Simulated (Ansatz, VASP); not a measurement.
# Ge: VASP beside Ansatz

```
Ge
1.0
     1.45768   -2.54172    0.00000
     1.45768    2.54172    0.00000
     0.00000    0.00000    4.63109
Ge
2
Cartesian
  1.4577 0.8467 1.1578
  1.4577 -0.8467 3.4733
```

This isn't the form of Ge at room conditions, which is diamond.

Alike in both runs: task single point; functional PBE; k mesh 10 × 10 × 6; occupations fermi-dirac, width 0.05 eV; no spin polarisation.

```csv
,VASP,Ansatz
version,VASP 6.6.1,Ansatz 0.2.0
potentials or method,"VASP PAW PBE potentials, release 64 (Ge_d)",Ansatz PAW
plane-wave cutoff (eV),520,420
valence electrons in the cell,28,28
```

Ansatz gave:

- gap on the k mesh at the Fermi level (eV): none
- pressure (GPa): 10.2
- largest component of the traceless stress (GPa): 2.09

Estimate VASP's values.

gap on the k mesh at the Fermi level (eV): none; pressure (GPa): 10.3; largest component of the traceless stress (GPa): 2.10.

A gap of «none» marks a metal or a gap that the smearing closes.
